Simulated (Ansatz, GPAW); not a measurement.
**Geometry or basis: what sets the conductance of decane-1,10-dithiol between two Al chains**

Wanted: T(E) of decane-1,10-dithiol between two Al chains at a relaxed geometry in two programs, beside the unrelaxed structure.

Program: GPAW 26.7.0 and Ansatz 0.2.0. Level of theory: Ansatz plane waves; relaxation of the junction with the lead ends held; PAW set soft_1, in the first sound run; inputs show where later runs differ. Results are calculated unless marked as measured.

## Step 1: Starting point

The cell holds 46 atoms: 14 Al, 2 S, 20 H and 10 C. Its edges and angles: a = 12.732 Å, b = 10.550 Å, c = 45.932 Å, α = 90.0°, β = 90.0°, γ = 90.0°. Regions: left lead, 7 atoms (7 Al); channel, 32 atoms (2 S, 20 H and 10 C); right lead, 7 atoms (7 Al). Vacuum lies along a and b. The structure is stacked along c, and the current runs across the ab planes.

## Step 2: Relaxation

Transmission follows bond lengths closely, so the atoms between the held lead ends are relaxed first, from a slightly shaken start that lets symmetry break.

input.yaml reads:

```yaml
crystal:
  lattice:
    - [12.7317830135, 0.0, 0.0]
    - [0.0, 10.5497517588, 0.0]
    - [0.0, 0.0, 45.9320308911]
  atoms:
    - { symbol: Al, position: [0.5, 0.5, 0.0261255594] }
    - { symbol: Al, position: [0.5, 0.5, 0.0783766781] }
    - { symbol: Al, position: [0.5, 0.5, 0.1306277968] }
    - { symbol: Al, position: [0.5, 0.5, 0.1828789156] }
    - { symbol: Al, position: [0.5, 0.5, 0.2351300343] }
    - { symbol: Al, position: [0.4988149753, 0.503463277, 0.2872040744] }
    - { symbol: Al, position: [0.5017205367, 0.4966748824, 0.3386986312] }
    - { symbol: S, position: [0.3698629742, 0.3934532053, 0.3599221489] }
    - { symbol: H, position: [0.3182395941, 0.5788182657, 0.3868432396] }
    - { symbol: C, position: [0.3278103552, 0.4752314234, 0.3927708534] }
    - { symbol: H, position: [0.2593155548, 0.4383408945, 0.3992561166] }
    - { symbol: H, position: [0.4879322839, 0.507496396, 0.4087438353] }
    - { symbol: C, position: [0.4106218231, 0.4658311694, 0.4166512855] }
    - { symbol: H, position: [0.4285537626, 0.3596318893, 0.4209003406] }
    - { symbol: H, position: [0.3623047637, 0.6396550525, 0.4392561013] }
    - { symbol: C, position: [0.3772285516, 0.5382734765, 0.4437270328] }
    - { symbol: H, position: [0.3072175101, 0.4921935202, 0.4527997765] }
    - { symbol: H, position: [0.5409690746, 0.5746607542, 0.4596516231] }
    - { symbol: H, position: [0.5138182462, 0.3440916057, 0.4639063381] }
    - { symbol: C, position: [0.4639785699, 0.5386090043, 0.468599721] }
    - { symbol: C, position: [0.4838225494, 0.4091562415, 0.4808442021] }
    - { symbol: H, position: [0.4407838161, 0.594535987, 0.4850520713] }
    - { symbol: H, position: [0.4125571668, 0.3627606058, 0.4880477488] }
    - { symbol: H, position: [0.6424717685, 0.4484461288, 0.4951355277] }
    - { symbol: C, position: [0.5686012415, 0.4088758197, 0.5043252685] }
    - { symbol: H, position: [0.5919962217, 0.314170645, 0.5099466701] }
    - { symbol: H, position: [0.5234976249, 0.5721910151, 0.5261007861] }
    - { symbol: C, position: [0.5361552937, 0.4740619537, 0.5325258948] }
    - { symbol: H, position: [0.4645119174, 0.4361416973, 0.5401489375] }
    - { symbol: H, position: [0.6926115899, 0.5043003901, 0.5470442447] }
    - { symbol: C, position: [0.6207925352, 0.4672940366, 0.5545668776] }
    - { symbol: H, position: [0.6310938469, 0.3655524241, 0.5611919095] }
    - { symbol: H, position: [0.5736998389, 0.6312301231, 0.5794964871] }
    - { symbol: C, position: [0.5872278088, 0.5346609188, 0.584225744] }
    - { symbol: H, position: [0.5131126047, 0.4965687614, 0.591313912] }
    - { symbol: H, position: [0.7439323075, 0.5567185267, 0.6005248757] }
    - { symbol: C, position: [0.6737904152, 0.5180828031, 0.6076310057] }
    - { symbol: H, position: [0.6827265863, 0.419893631, 0.6125607766] }
    - { symbol: S, position: [0.6256416646, 0.6074957626, 0.6399715035] }
    - { symbol: Al, position: [0.5010351594, 0.5036716091, 0.6606471512] }
    - { symbol: Al, position: [0.4974814885, 0.5033064363, 0.7125532262] }
    - { symbol: Al, position: [0.5, 0.5, 0.7648699657] }
    - { symbol: Al, position: [0.5, 0.5, 0.8171210844] }
    - { symbol: Al, position: [0.5, 0.5, 0.8693722032] }
    - { symbol: Al, position: [0.5, 0.5, 0.9216233219] }
    - { symbol: Al, position: [0.5, 0.5, 0.9738744406] }
kpoints:
  mp_grid: { grid: [1, 1, 2] }
hamiltonian:
  xc: pbe
  pseudopotentials: { kind: paw, azcp: { folder: soft_1 } }
scf:
  occupations: { method: fermi_dirac, width: 0.1 }
relax:
  f_tol: 0.03
  max_steps: 80
  constraints: [{ sites: [0, 1, 2, 3, 4, 41, 42, 43, 44, 45] }]
```

Command:

```bash
$ ansatz run input.yaml --threads 4 --pin off --max-ram 8192MiB --backend cpu --events-out ev --progress --plain --runs-dir out
```

Numbers of over 12 decimals in the logs are rounded to 6 here.

The program printed:

```text
Engine: ansatz 0.2.0, x86_64-unknown-linux-gnu
Pseudopotentials: kind: paw
Pseudopotential: Al, paw, valence charge 3, recommended cutoff 420 eV (normal), soft_1/Al.paw.azcp
Pseudopotential: S, paw, valence charge 6, recommended cutoff 420 eV (normal), soft_1/S.paw.azcp
Pseudopotential: H, paw, valence charge 1, recommended cutoff 420 eV (normal), soft_1/H.paw.azcp
Pseudopotential: C, paw, valence charge 4, recommended cutoff 420 eV (normal), soft_1/C.paw.azcp
Functional definition: PBE
  parameter kappa = 0.804
  parameter beta = 0.066725
  exchange = pbe_x(kappa = kappa, mu = beta*pi^2/3)
  correlation = pbe_c(beta = beta)
Crystal: 46 atoms, lattice volume = 6169.459 Å³
Basis set: ecut = 420 eV, 120621 PW (Γ), exchange–correlation on 180×144×640 points (8 copies of the dense FFT grid, shifted against one another)
Bands: 103, of which v1, the nominal top of the filled ones, is band 57 counted from 1 (56 counted from 0)
Symmetry: 1 space group operations
Space group: P1 (ITA 1), of the structure as read, at distance tolerance 1.8e-4 Å
k-points: 2
Non-local potential: Al, projectors of the file, l = 0: 2, l = 1: 2, l = 2: 1
Non-local potential: S, projectors of the file, l = 0: 2, l = 1: 2, l = 2: 1
Non-local potential: H, projectors of the file, l = 0: 2, l = 1: 1
Non-local potential: C, projectors of the file, l = 0: 2, l = 1: 2, l = 2: 1
PAW form: soft (Blöchl's): semilocal exchange-correlation on the pseudo side does not see the compensation charge
PAW one-centre angular grid: Al, 110 points (default); XC on 64 Gauss nodes
PAW one-centre angular grid: S, 110 points (default); XC on 64 Gauss nodes
PAW one-centre angular grid: H, 110 points (default); XC on 64 Gauss nodes
PAW one-centre angular grid: C, 110 points (default); XC on 64 Gauss nodes
Initial density: superposition of atomic densities (neutral atoms: chi_scale 0, normalization atom)
Initial wavefunctions: pseudopotential atomic-orbital guess
Functional: x = pbe(κ = 0.804, μ = 0.219515), c = pbe(β = 0.066725)
SCF iter   1: F=—  HF=-12154.480769 eV  |F-HF|=—  |Δ(HF+E_count)|=         —  Δρ=2.73e-2  dr2=5.92e1  ethr=3.10e-3  ⟨swp⟩=9.0  Hψ=1236  notcnv=0  defer=14
preconditioner: auto → LDOS  [metal: Δε(μ)=0.153 eV  Ē_g=5.092 eV  σ=0.100 eV  W_gap=0.36  n_scr=296 (ndim 8)  ℏωp=2.8 eV  f_vac=0.718  D(μ)=22.57/eV (n_scr^D=58)  β→1.0]
SCF iter   2: F=—  HF=-12151.166085 eV  |F-HF|=—  |Δ(HF+E_count)|=    3.31e0  Δρ=2.70e-2  dr2=1.06e2  ethr=3.10e-3  ⟨swp⟩=13.0  Hψ=1145  notcnv=0  defer=36
SCF iter   3: F=—  HF=-12134.597128 eV  |F-HF|=—  |Δ(HF+E_count)|=    1.66e1  Δρ=4.37e-3  dr2=2.08e0  ethr=3.10e-3  ⟨swp⟩=7.5  Hψ=735  notcnv=0  defer=39
SCF iter   4: F=—  HF=-12134.203250 eV  |F-HF|=—  |Δ(HF+E_count)|=   3.94e-1  Δρ=2.09e-3  dr2=6.28e-1  ethr=1.82e-3  ⟨swp⟩=8.0  Hψ=421  notcnv=0  defer=43
SCF iter   5: F=—  HF=-12134.076458 eV  |F-HF|=—  |Δ(HF+E_count)|=   1.27e-1  Δρ=1.11e-3  dr2=2.25e-1  ethr=5.51e-4  ⟨swp⟩=4.5  Hψ=410  notcnv=0  defer=44
SCF iter   6: F=—  HF=-12134.044344 eV  |F-HF|=—  |Δ(HF+E_count)|=   3.21e-2  Δρ=5.87e-4  dr2=1.07e-1  ethr=1.97e-4  ⟨swp⟩=5.0  Hψ=322  notcnv=0  defer=42
SCF iter   7: F=—  HF=-12134.038326 eV  |F-HF|=—  |Δ(HF+E_count)|=   6.02e-3  Δρ=4.21e-4  dr2=5.10e-2  ethr=9.42e-5  ⟨swp⟩=3.0  Hψ=292  notcnv=0  defer=43
SCF iter   8: F=—  HF=-12134.035934 eV  |F-HF|=—  |Δ(HF+E_count)|=   2.39e-3  Δρ=2.35e-4  dr2=1.63e-2  ethr=4.47e-5  ⟨swp⟩=2.0  Hψ=234  notcnv=0  defer=43
SCF iter   9: F=—  HF=-12134.033459 eV  |F-HF|=—  |Δ(HF+E_count)|=   2.48e-3  Δρ=1.02e-4  dr2=2.82e-3  ethr=1.43e-5  ⟨swp⟩=2.0  Hψ=269  notcnv=0  defer=43
SCF iter  10: F=—  HF=-12134.032959 eV  |F-HF|=—  |Δ(HF+E_count)|=   4.99e-4  Δρ=4.65e-5  dr2=4.27e-4  ethr=2.47e-6  ⟨swp⟩=2.0  Hψ=257  notcnv=0  defer=43
SCF iter  11: F=—  HF=-12134.032968 eV  |F-HF|=—  |Δ(HF+E_count)|=   8.52e-6  Δρ=2.85e-5  dr2=1.54e-4  ethr=3.74e-7  ⟨swp⟩=2.0  Hψ=257  notcnv=0  defer=43
SCF iter  12: F=—  HF=-12134.032955 eV  |F-HF|=—  |Δ(HF+E_count)|=   1.28e-5  Δρ=1.36e-5  dr2=3.51e-5  ethr=1.35e-7  ⟨swp⟩=2.0  Hψ=261  notcnv=0  defer=43
SCF iter  13: F=-12134.032955 eV  HF=-12134.032959 eV  |F-HF|=3.99e-6  |Δ(HF+E_count)|=   3.67e-6  Δρ=7.58e-6  dr2=9.15e-6  ethr=1.97e-8  ⟨swp⟩=5.0  Hψ=588  notcnv=0
SCF 1 converged in 13 iterations: F = -12134.032955 eV  dr2 = 9.15e-6
  greatest PAW one-centre occupation: 0.857 electrons in one spin orbital (limit 2), on the S atom at site 38 (counted from 0), in its partial waves of l = 0
relax step   1: F+E_penalty+E_count = -12134.03295452 eV  Δ(F+E_penalty+E_count) = +0.000e0 eV  max|allowed force component| = 4.245e0 eV/Å  Δτ_max = 0.0000 Å  (13 SCF iters, dr2 threshold 2.25e-5 eV, accepted)
Initial density: handed on by an earlier stage of this run
Initial wavefunctions: those handed on with the density
iter 1 solved again at ethr=9.10e-4 eV; its pass at ethr=3.10e-3 eV (dr2=1.04e0 eV) is discarded
SCF iter   1: F=—  HF=-12135.560386 eV  |F-HF|=—  |Δ(HF+E_count)|=         —  Δρ=3.65e-3  dr2=1.13e0  ethr=9.10e-4  ⟨swp⟩=1.0  Hψ=929  notcnv=0  defer=47
eigensolver tolerance schedule calibrated: the retry pair's looser diagonalisation under-reported the residual by θ = 0.08 (0.15/decade); ethr = c·dr2/N_el runs at the constant in force after the calibration composes with the one it found (an armed cap, an earlier calibration), c = 4.6e-2
preconditioner: auto → LDOS  [metal: Δε(μ)=0.104 eV  Ē_g=7.014 eV  σ=0.100 eV  W_gap=0.25  n_scr=296 (ndim 8)  ℏωp=4.5 eV  f_vac=0.752  D(μ)=22.56/eV (n_scr^D=58)  β→1.0]
SCF iter   2: F=—  HF=-12135.521592 eV  |F-HF|=—  |Δ(HF+E_count)|=   3.88e-2  Δρ=1.85e-3  dr2=4.64e-1  ethr=4.54e-4  ⟨swp⟩=3.0  Hψ=391  notcnv=0  defer=47
SCF iter   3: F=—  HF=-12135.446758 eV  |F-HF|=—  |Δ(HF+E_count)|=   7.48e-2  Δρ=9.63e-4  dr2=1.35e-1  ethr=1.87e-4  ⟨swp⟩=3.0  Hψ=455  notcnv=0  defer=47
SCF iter   4: F=—  HF=-12135.419646 eV  |F-HF|=—  |Δ(HF+E_count)|=   2.71e-2  Δρ=2.89e-4  dr2=1.85e-2  ethr=5.43e-5  ⟨swp⟩=2.0  Hψ=246  notcnv=0  defer=47
SCF iter   5: F=—  HF=-12135.418113 eV  |F-HF|=—  |Δ(HF+E_count)|=   1.53e-3  Δρ=1.45e-4  dr2=4.13e-3  ethr=7.45e-6  ⟨swp⟩=2.0  Hψ=282  notcnv=0  defer=47
SCF iter   6: F=—  HF=-12135.417854 eV  |F-HF|=—  |Δ(HF+E_count)|=   2.59e-4  Δρ=7.28e-5  dr2=9.52e-4  ethr=1.67e-6  ⟨swp⟩=2.0  Hψ=273  notcnv=0  defer=47
SCF iter   7: F=—  HF=-12135.417836 eV  |F-HF|=—  |Δ(HF+E_count)|=   1.88e-5  Δρ=3.50e-5  dr2=2.18e-4  ethr=3.84e-7  ⟨swp⟩=2.0  Hψ=277  notcnv=0  defer=47
SCF iter   8: F=-12135.417811 eV  HF=-12135.417829 eV  |F-HF|=1.78e-5  |Δ(HF+E_count)|=   6.67e-6  Δρ=1.52e-5  dr2=4.09e-5  ethr=4.03e-8  ⟨swp⟩=3.0  Hψ=653  notcnv=0
[...]
SCF iter   2: F=—  HF=-12137.134236 eV  |F-HF|=—  |Δ(HF+E_count)|=   2.14e-3  Δρ=5.39e-4  dr2=4.16e-2  ethr=8.40e-5  ⟨swp⟩=3.0  Hψ=411  notcnv=0  defer=42
SCF iter   3: F=—  HF=-12137.120316 eV  |F-HF|=—  |Δ(HF+E_count)|=   1.39e-2  Δρ=1.72e-4  dr2=2.91e-3  ethr=3.65e-5  ⟨swp⟩=3.0  Hψ=296  notcnv=0  defer=42
SCF iter   4: F=—  HF=-12137.119581 eV  |F-HF|=—  |Δ(HF+E_count)|=   7.35e-4  Δρ=4.03e-5  dr2=1.43e-4  ethr=2.55e-6  ⟨swp⟩=2.5  Hψ=288  notcnv=0  defer=42
SCF iter   5: F=—  HF=-12137.119583 eV  |F-HF|=—  |Δ(HF+E_count)|=   1.61e-6  Δρ=1.83e-5  dr2=3.60e-5  ethr=1.26e-7  ⟨swp⟩=2.5  Hψ=269  notcnv=0  defer=42
SCF iter   6: F=—  HF=-12137.119418 eV  |F-HF|=—  |Δ(HF+E_count)|=   1.65e-4  Δρ=4.93e-6  dr2=3.54e-6  ethr=3.16e-8  ⟨swp⟩=2.0  Hψ=278  notcnv=0  defer=42
SCF iter   7: F=—  HF=-12137.119422 eV  |F-HF|=—  |Δ(HF+E_count)|=   4.85e-6  Δρ=2.22e-6  dr2=6.97e-7  ethr=3.10e-9  ⟨swp⟩=2.0  Hψ=266  notcnv=0  defer=42
SCF iter   8: F=-12137.119423 eV  HF=-12137.119423 eV  |F-HF|=3.20e-8  |Δ(HF+E_count)|=   4.43e-7  Δρ=7.34e-7  dr2=7.02e-8  ethr=8.77e-11  ⟨swp⟩=4.0  Hψ=730  notcnv=0
SCF 63 converged in 8 iterations: F = -12137.119423 eV  dr2 = 7.02e-8
relax step  63: F+E_penalty+E_count = -12137.11942289 eV  Δ(F+E_penalty+E_count) = -4.369e-4 eV  max|allowed force component| = 2.136e-2 eV/Å  Δτ_max = 0.0967 Å  (8 SCF iters, accepted)
SCF converged after 8 iterations
Free energy (F): -12137.119423 eV
Harris-Foulkes:  -12137.119423 eV  (|F-HF|=3.20e-8)
Internal energy: -12136.539776 eV  (E = F + TS)
E sigma→0 (E₀):  -12136.829600 eV
Entropy (-TS):   -0.579647 eV (-12.601 meV/atom)
Fermi energy:    -3.314700 eV
--- Per-component energies (eV) ---
  E_band       = -1060.697721
  E_kinetic    = 1636.628869
  E_local      = -19615.089154  (includes V_loc(G=0)·N_el)
  E_nonlocal   = 464.856354
  E_hartree    = 8973.233958
  E_xc         = -1315.438943
  E_vxc        = -1329.218183  (∫ρ·V_xc dr)
  E_paw        = -8803.560064  (= ΣΔE_a)
  E_vpaw       = -164.323904  (= ΣTr[D̂ρ^β])
  E_aug_tail   = -0.021642  (compensation charges beyond the density's cutoff)
  E_ewald      = 6522.850846
  E_smearing   = -0.579647  (= −TS)
  E_closure    = -0.000000  (closes the sum)
  Σ components = -12137.119423   (vs F -12137.119423, Δ=0.00e0)
--- Forces (eV/Å), atoms counted from 1 ---
  atom   1  Al    -0.00320724    -0.00731863    -0.01042008
  atom   2  Al     0.01074919    -0.03688393    -0.03603299
  atom   3  Al    -0.02748603     0.08554732    -0.04845335
  atom   4  Al     0.02627238    -0.07982460    -0.33360903
  atom   5  Al    -0.00138094     0.02895612     0.85771385
  atom   6  Al    -0.00130113     0.00486644    -0.01321721
  atom   7  Al    -0.00185037     0.00469890    -0.00645965
  atom   8  S      0.00744855    -0.00627128     0.00299350
  atom   9  H     -0.00086869    -0.01203022    -0.00300880
  atom  10  C     -0.01346704     0.02135865     0.01902986
  atom  11  H      0.01203486    -0.00493718    -0.00320510
  atom  12  H     -0.00966159     0.00268174     0.00024695
  atom  13  C      0.00407448    -0.00667353    -0.00033716
  atom  14  H      0.00251058     0.00880642    -0.00167454
  atom  15  H     -0.00268638    -0.00718100     0.00291437
  atom  16  C     -0.00444371     0.00301425    -0.00307617
  atom  17  H      0.01081707    -0.00071419    -0.00116674
  atom  18  H     -0.00228094    -0.00005812     0.00041973
  atom  19  H      0.00066896     0.00176435     0.00130170
  atom  20  C     -0.00116976     0.00024471    -0.00382235
  atom  21  C      0.00144259    -0.00049912     0.00031970
  atom  22  H      0.00004382    -0.00135010    -0.00061564
  atom  23  H      0.00075856     0.00001861     0.00030842
  atom  24  H     -0.00229800    -0.00050362    -0.00011310
  atom  25  C     -0.00011707    -0.00047231     0.00002543
  atom  26  H     -0.00024518     0.00131193    -0.00072742
  atom  27  H     -0.00028908     0.00000978    -0.00044379
  atom  28  C      0.00100282    -0.00046029     0.00096757
  atom  29  H     -0.00086553    -0.00116018     0.00020172
  atom  30  H      0.00079734     0.00091522    -0.00007465
  atom  31  C     -0.00026296    -0.00068765    -0.00382255
  atom  32  H     -0.00012003    -0.00024269     0.00173513
  atom  33  H      0.00255801     0.00560056    -0.00070440
  atom  34  C      0.00018561    -0.00199859    -0.00660543
  atom  35  H     -0.00585505    -0.00006151     0.00110362
  atom  36  H      0.00649526     0.00151986     0.00072980
  atom  37  C     -0.00027358    -0.00487053    -0.00028900
  atom  38  H     -0.00256443    -0.00533829     0.00323370
  atom  39  S     -0.00073493     0.01057505     0.00691169
  atom  40  Al    -0.00030252    -0.00793345    -0.00195444
  atom  41  Al     0.00106455     0.00510655    -0.00030590
  atom  42  Al    -0.07016529    -0.18568886    -0.98115069
  atom  43  Al     0.06265997     0.21237162     0.30363352
  atom  44  Al     0.01529086    -0.01645800     0.22716313
  atom  45  Al    -0.02258384    -0.05147787     0.01937646
  atom  46  Al     0.00978200     0.04173300     0.01090743
  max |Σ_I F_I| component: 1.76e-4 eV/Å
--- Relaxed structure (63 steps of the walk, 63 accepted, 0 SCFs on fresh bases) ---
  F+E_penalty+E_count = -12137.11942289 eV   max|allowed force component| = 2.136e-2 eV/Å
  atoms:
    - { symbol: Al, position: [0.5, 0.500000, 0.026126] }
    - { symbol: Al, position: [0.5, 0.500000, 0.078377] }
    - { symbol: Al, position: [0.5, 0.500000, 0.130628] }
    - { symbol: Al, position: [0.5, 0.500000, 0.182879] }
    - { symbol: Al, position: [0.5, 0.500000, 0.235130] }
    - { symbol: Al, position: [0.539321, 0.377949, 0.282056] }
    - { symbol: Al, position: [0.511598, 0.507249, 0.329731] }
    - { symbol: S, position: [0.533126, 0.438971, 0.375141] }
    - { symbol: H, position: [0.538148, 0.656945, 0.393358] }
    - { symbol: C, position: [0.501878, 0.568630, 0.401031] }
    - { symbol: H, position: [0.416304, 0.581598, 0.401166] }
    - { symbol: H, position: [0.627486, 0.521306, 0.430664] }
    - { symbol: C, position: [0.541699, 0.534635, 0.431500] }
    - { symbol: H, position: [0.508115, 0.442660, 0.437920] }
    - { symbol: H, position: [0.544038, 0.728912, 0.446178] }
    - { symbol: C, position: [0.514636, 0.636902, 0.454123] }
    - { symbol: H, position: [0.428512, 0.646812, 0.455639] }
    - { symbol: H, position: [0.645384, 0.597500, 0.482923] }
    - { symbol: H, position: [0.517195, 0.415662, 0.487914] }
    - { symbol: C, position: [0.559933, 0.613349, 0.484732] }
    - { symbol: C, position: [0.510405, 0.502028, 0.501250] }
    - { symbol: H, position: [0.550487, 0.700790, 0.497565] }
    - { symbol: H, position: [0.425404, 0.519385, 0.503815] }
    - { symbol: H, position: [0.645081, 0.466697, 0.528886] }
    - { symbol: C, position: [0.559016, 0.474095, 0.531235] }
    - { symbol: H, position: [0.532412, 0.379546, 0.538314] }
    - { symbol: H, position: [0.562459, 0.663965, 0.549999] }
    - { symbol: C, position: [0.533357, 0.568680, 0.555630] }
    - { symbol: H, position: [0.447308, 0.577293, 0.557686] }
    - { symbol: H, position: [0.666185, 0.523231, 0.583049] }
    - { symbol: C, position: [0.579914, 0.528051, 0.585020] }
    - { symbol: H, position: [0.553895, 0.430537, 0.589864] }
    - { symbol: H, position: [0.576003, 0.712193, 0.606288] }
    - { symbol: C, position: [0.551013, 0.614177, 0.610767] }
    - { symbol: H, position: [0.465167, 0.617026, 0.613525] }
    - { symbol: H, position: [0.687841, 0.566842, 0.636890] }
    - { symbol: C, position: [0.601978, 0.568686, 0.639054] }
    - { symbol: H, position: [0.576196, 0.471643, 0.644188] }
    - { symbol: S, position: [0.572152, 0.674406, 0.670359] }
    - { symbol: Al, position: [0.537971, 0.527556, 0.703804] }
    - { symbol: Al, position: [0.475768, 0.326872, 0.727754] }
    - { symbol: Al, position: [0.5, 0.500000, 0.764870] }
    - { symbol: Al, position: [0.5, 0.500000, 0.817121] }
    - { symbol: Al, position: [0.5, 0.500000, 0.869372] }
    - { symbol: Al, position: [0.5, 0.500000, 0.921623] }
    - { symbol: Al, position: [0.5, 0.500000, 0.973874] }
```

It took 25 min on 4 threads of Intel Xeon Platinum 8375C at 2.90GHz (Ice Lake), shared host; peak memory 7.3 GiB; 1.5 h of CPU time.

The steps of the relaxation (22 of 63):

| step | energy less that of the first step (eV) | largest force component (eV/Å) |
| --- | --- | --- |
| 1 | 0.0000 | 4.2455 |
| 4 | -1.9996 | 0.3757 |
| 7 | -2.2743 | 0.1265 |
| 10 | -2.4452 | 0.1256 |
| 13 | -2.5211 | 0.1454 |
| 16 | -2.5578 | 0.2155 |
| 19 | -2.5999 | 0.0792 |
| 22 | -2.6344 | 0.0659 |
| 25 | -2.6748 | 0.0688 |
| 28 | -2.7252 | 0.0684 |
| 31 | -2.7847 | 0.0632 |
| 33 | -2.8258 | 0.0462 |
| 36 | -2.8833 | 0.0685 |
| 39 | -2.9376 | 0.0938 |
| 42 | -2.9932 | 0.0890 |
| 45 | -3.0380 | 0.1996 |
| 48 | -3.0636 | 0.0780 |
| 51 | -3.0729 | 0.0423 |
| 54 | -3.0787 | 0.0837 |
| 57 | -3.0838 | 0.0494 |
| 60 | -3.0854 | 0.0241 |
| 63 | -3.0865 | 0.0214 |

The atoms that moved most (Å):

| atom | dx | dy | dz | length |
| --- | --- | --- | --- | --- |
| H9 | 2.800 | 0.824 | 0.299 | 2.934 |
| H15 | 2.314 | 0.942 | 0.318 | 2.518 |
| H11 | 1.999 | 1.511 | 0.088 | 2.507 |
| C10 | 2.216 | 0.985 | 0.379 | 2.455 |
| H17 | 1.544 | 1.631 | 0.130 | 2.250 |
| S8 | 2.079 | 0.480 | 0.699 | 2.245 |
| C16 | 1.749 | 1.041 | 0.478 | 2.091 |
| H38 | -1.356 | 0.546 | 1.453 | 2.061 |

This step gave:

- free energy: -12137.1194 eV
- smearing term TS: 0.5796 eV
- symmetry operations: 1

The relaxation lowered the energy of the cell by 3.09 eV.

(Continued in part 2 of 4.)

[Logs are printed without paths, hosts, clocks, repeated set-up lines and the standing remarks that a program may print on its own settings, such as how far it seeks lower states.]

[Hosts, paths, dates, database ids (printed as entryN), source tags and the programs' standing remarks are cut or masked in the printed files.]
